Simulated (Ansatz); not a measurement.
# Hf: how well frozen cores do

The same cell of Hf is computed with full-potential LAPW, frozen-core PAW and datasets made for this crystal, to set the results side by side.

This is Hf in the bcc structure; at room conditions it is hcp.

Method: DFT PBE, scalar-relativistic, in Ansatz 0.2.0.

## (1) Starting point

It takes space group Im-3m (No. 229, cubic). Conventional cell: a = 3.610 Å, b = 3.610 Å, c = 3.610 Å, α = 90.00°, β = 90.00°, γ = 90.00°. Hf (site symmetry m-3m) is surrounded by 8 Hf at 3.13 Å.

Coordinates:

```xyz
1
Lattice="-1.8050 1.8050 1.8050 1.8050 -1.8050 1.8050 1.8050 1.8050 -1.8050" Properties=species:S:1:pos:R:3 pbc="T T T"
Hf    0.0000    0.0000    0.0000
```

The structure is an experimental refinement, used without relaxation.

## (2) Full-potential LAPW

File input.yaml:

```yaml
crystal:
  lattice:
    - [-1.805, 1.805, 1.805]
    - [1.805, -1.805, 1.805]
    - [1.805, 1.805, -1.805]
  atoms:
    - { symbol: Hf, position: [0.0, 0.0, 0.0] }
kpoints:
  mp_grid: { grid: [16, 16, 16] }
  band_path:
    path:
      - [0.0, 0.0, 0.0]
      - [0.5, -0.5, 0.5]
      - [0.0, 0.0, 0.5]
      - [0.0, 0.0, 0.0]
      - [0.25, 0.25, 0.25]
      - [0.5, -0.5, 0.5]
      - [0.25, 0.25, 0.25]
      - [0.0, 0.0, 0.5]
    npoints: 8
scf:
  occupations: { method: fermi_dirac, width: 0.08 }
hamiltonian:
  xc: pbe
  pseudopotentials: { kind: all_electron, lapw: { basis_error: 0.001 } }
output:
  forces: true
  stress: true
  eigenvalues: true
  fatbands: true
  populations: true
  dos: { projected: true, de: 0.2, e_range: [-14, 8] }
```

## (3) Frozen-core PAW

Edit input.yaml of step 2 so:

```diff
@@ -24,3 +24,3 @@
   xc: pbe
-  pseudopotentials: { kind: all_electron, lapw: { basis_error: 0.001 } }
+  pseudopotentials: { kind: paw }
 output:
@@ -29,4 +29,5 @@
   eigenvalues: true
-  fatbands: true
+  efg: { contact_densities: true }
   populations: true
+  bader: true
   dos: { projected: true, de: 0.2, e_range: [-14, 8] }
```

## (4) Datasets made for this crystal

Edit input.yaml of step 3 so:

```diff
@@ -24,3 +24,3 @@
   xc: pbe
-  pseudopotentials: { kind: paw }
+  pseudopotentials: { kind: all_electron, datasets: crystal }
 output:
@@ -30,4 +30 @@
   efg: { contact_densities: true }
-  populations: true
-  bader: true
-  dos: { projected: true, de: 0.2, e_range: [-14, 8] }
```

(Steps that only read results are left out.)

**Question.** What will these runs give? Wanted: pressure; gap.

**Answer**, as computed:

| quantity | value |
| --- | --- |
| pressure | LAPW -4.77, PAW -4.78, crystal datasets -4.77 GPa |
| gap (LAPW) | none |

What this shows: The pressure of -4.8 GPa pushes the cell to shrink, with the atoms held in place. There is no gap at this level; the crystal is a metal here. Hf 5d carries the largest share, 93 %, of the projected states within 0.3 eV of the Fermi level. The projection holds only the free atom's occupied shells (Hf 6s, Hf 5d in this range). PAW lies -0.01 GPa from LAPW in pressure. The price, with the outputs that each input asks for: 19 s for LAPW against 10 s for PAW, about 1.9 to one. Spin-orbit coupling is left out, though the cell holds Hf; in elements this heavy it can shift bands and gaps by tenths of an eV.
